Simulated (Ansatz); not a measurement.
Wanted: the native input for an Ansatz 0.2.0 run.

| Quantity | Value |
| --- | --- |
| Task | projected density of states |
| Functional | revPBE |
| Potentials or basis | Ansatz PAW earlier set |
| Cutoff | 820 eV (not typed: the program's choice for these potentials) |
| k mesh | 10 × 10 × 9 |
| Occupations | methfessel-paxton, width 0.1 eV |
| Spin | no spin polarisation |
| Hubbard terms | W d U = 6 eV |
| Double counting | amf |
| Hubbard projectors | ortho-atomic (the default) |

The system is WC (Qusongite).

```
W C
1.0
     2.90650    0.00000    0.00000
    -1.45325    2.51710    0.00000
     0.00000    0.00000    2.83660
W C
1 1
Direct
  0.00000 0.00000 0.00000
  0.66667 0.33333 0.50000
```

These files were run (other wordings do the same):

input.yaml

```yaml
crystal:
  lattice: { a: 2.9065, b: 2.9065, c: 2.8366, alpha: 90.0, beta: 90.0, gamma: 120.0 }
  space_group: 187
  reduce_to_primitive: true
  atoms:
    - { symbol: W, wyckoff: "1a", position: [0.0, 0.0, 0.0] }
    - { symbol: C, wyckoff: "1f", position: [0.6666666667, 0.3333333333, 0.5] }
hamiltonian:
  xc: revpbe
  pseudopotentials: { kind: paw, source: ansatz }
  hubbard: { sites: [{ species: W, l: d, u_eff: 6.0 }], double_counting: amf }
kpoints:
  mp_grid: { grid: [10, 10, 9] }
scf:
  occupations: { method: methfessel_paxton, width: 0.1 }
  n_extra_bands: 6
output:
  forces: true
  stress: true
  eigenvalues: true
  dos: { projected: true, de: 0.05, nscf_kmesh: { grid: [15, 15, 14] } }
```

Potentials or basis: Ansatz PAW earlier set.

The run is started by

```sh
$ ansatz run input.yaml --threads 1 --pin off --max-ram 2560MiB --backend cpu --events-out ev --progress --plain --runs-dir out
```

Results of the run:

```
Pressure                             : 9.1 GPa
Band gap on the k mesh               : none (metal or under the smearing width)
Density of states at the Fermi level : 0.27 states/eV per cell
```

Caveat: U without spin polarisation on a metal has little footing; the PAW data sets come from PBE, with cores solved anew for the run's functional, which leaves a small shift of forces and pressure; the U is typed as a test and isn't derived for this compound.

Run time: 25 s on 1 thread of Arm Neoverse V2 (shared host), peak memory 0.47 GiB.
